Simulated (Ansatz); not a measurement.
AlN built on the zincblende prototype, relaxed with r2SCAN in Ansatz. It is cubic, F-43m (No. 216); conventional cell a = 4.370 Å, 10.43 Å³ an atom. Al has 4 N at 1.89 Å; N has 4 Al at 1.89 Å.

The axes x, y and z are those of this cell:
```xyz
2
Lattice="0.0000 2.1849 2.1849 2.1849 0.0000 2.1849 2.1849 2.1849 0.0000" Properties=species:S:1:pos:R:3 pbc="T T T"
Al    0.0000    0.0000    0.0000
N     1.0924    1.0924    1.0924
```

Unstrained: PBE gives an indirect gap of 3.325 eV, from Γ to X; the least direct gap is 4.176 eV at Γ. The r2SCAN gap is indirect, 3.941 eV (Γ to X), below the direct gap of 4.842 eV at Γ. With HSE06 the valence top lies at Γ and the conduction bottom at X, 4.552 eV higher; the smallest vertical gap, at Γ, is 5.547 eV. Meshes: PBE 10×10×10, r2SCAN 10×10×10, HSE06 8×8×8. Strains are changes of length per length. After each strain the atoms were relaxed again with r2SCAN within the symmetry that the strain leaves, so tilts or polar shifts that break it weren't tested; points keep the names that they have in the unstrained zone. The values are computed, spin-unpolarised, and not measurements.

(1) Estimate what isotropic -1.0 % on every length does to the gap.

(2) Estimate what isotropic +4.0 % on every length does to the gap.

(3) Apply isotropic -3.0 % on every length. How far does the gap move, against the unstrained cell?

(4) Estimate what isotropic -4.0 % on every length does to the gap.

(5) Estimate what isotropic -2.0 % on every length does to the gap.

(6) Estimate what isotropic +2.0 % on every length does to the gap.

(7) Estimate what isotropic +1.0 % on every length does to the gap.

(8) Estimate what isotropic +3.0 % on every length does to the gap.

(9) Order the strained cells by their HSE06 gap, smallest first.
A. isotropic -2.0 % on every length
B. isotropic +4.0 % on every length
C. isotropic +1.0 % on every length
D. isotropic +2.0 % on every length
E. isotropic -3.0 % on every length
F. isotropic -4.0 % on every length
G. isotropic -1.0 % on every length
H. isotropic +3.0 % on every length

Answers

(1) PBE: the gap goes from 3.325 to 3.341 eV (+0.016 eV); the edges go from Γ → X to Γ–K (0.14) → X. r2SCAN: the gap goes from 3.941 to 3.965 eV (+0.024 eV). HSE06: the gap goes from 4.552 to 4.582 eV (+0.030 eV); the edges go from Γ → X to Γ–K (0.14) → X. The r2SCAN energy rises by 6.4 meV an atom.

(2) PBE: the gap goes from 3.325 to 3.180 eV (-0.145 eV); it turns from indirect (Γ → X) to direct (Γ). r2SCAN: the gap goes from 3.941 to 3.789 eV (-0.152 eV); it turns from indirect (Γ → X) to direct (Γ). HSE06: the gap goes from 4.552 to 4.424 eV (-0.128 eV). The r2SCAN energy rises by 88.1 meV an atom.

(3) PBE: the gap goes from 3.325 to 3.367 eV (+0.042 eV); the edges go from Γ → X to Γ–K (0.14) → X. r2SCAN: the gap goes from 3.941 to 4.009 eV (+0.068 eV); the edges go from Γ → X to Γ–K (0.14) → X. HSE06: the gap goes from 4.552 to 4.636 eV (+0.084 eV); the edges go from Γ → X to Γ–K (0.14) → X. The r2SCAN energy rises by 60.5 meV an atom.

(4) PBE: the gap goes from 3.325 to 3.378 eV (+0.053 eV); the edges go from Γ → X to Γ–K (0.15) → X. r2SCAN: the gap goes from 3.941 to 4.028 eV (+0.087 eV); the edges go from Γ → X to Γ–K (0.15) → X. HSE06: the gap goes from 4.552 to 4.661 eV (+0.109 eV); the edges go from Γ → X to Γ–K (0.15) → X. The r2SCAN energy rises by 110.7 meV an atom.

(5) PBE: the gap goes from 3.325 to 3.355 eV (+0.030 eV); the edges go from Γ → X to Γ–K (0.13) → X. r2SCAN: the gap goes from 3.941 to 3.988 eV (+0.047 eV); the edges go from Γ → X to Γ–K (0.13) → X. HSE06: the gap goes from 4.552 to 4.610 eV (+0.058 eV); the edges go from Γ → X to Γ–K (0.13) → X. The r2SCAN energy rises by 26.1 meV an atom.

(6) PBE: the gap goes from 3.325 to 3.290 eV (-0.035 eV). r2SCAN: the gap goes from 3.941 to 3.889 eV (-0.052 eV). HSE06: the gap goes from 4.552 to 4.489 eV (-0.063 eV). The r2SCAN energy rises by 23.3 meV an atom.

(7) PBE: the gap goes from 3.325 to 3.308 eV (-0.017 eV). r2SCAN: the gap goes from 3.941 to 3.916 eV (-0.025 eV). HSE06: the gap goes from 4.552 to 4.521 eV (-0.031 eV). The r2SCAN energy rises by 6.0 meV an atom.

(8) PBE: the gap goes from 3.325 to 3.273 eV (-0.052 eV). r2SCAN: the gap goes from 3.941 to 3.862 eV (-0.079 eV). HSE06: the gap goes from 4.552 to 4.457 eV (-0.095 eV). The r2SCAN energy rises by 51.0 meV an atom.

(9) B (4.42 eV), H (4.46 eV), D (4.49 eV), C (4.52 eV), G (4.58 eV), A (4.61 eV), E (4.64 eV), F (4.66 eV).

Where an edge lies off the special points, it is a point of the mesh or the k point where a search put PBE's edge or least direct gap, reused for the other functionals, whose own edges may lie a little apart.

The meshes of the hybrids are coarse, so their gaps aren't converged to the digits shown.
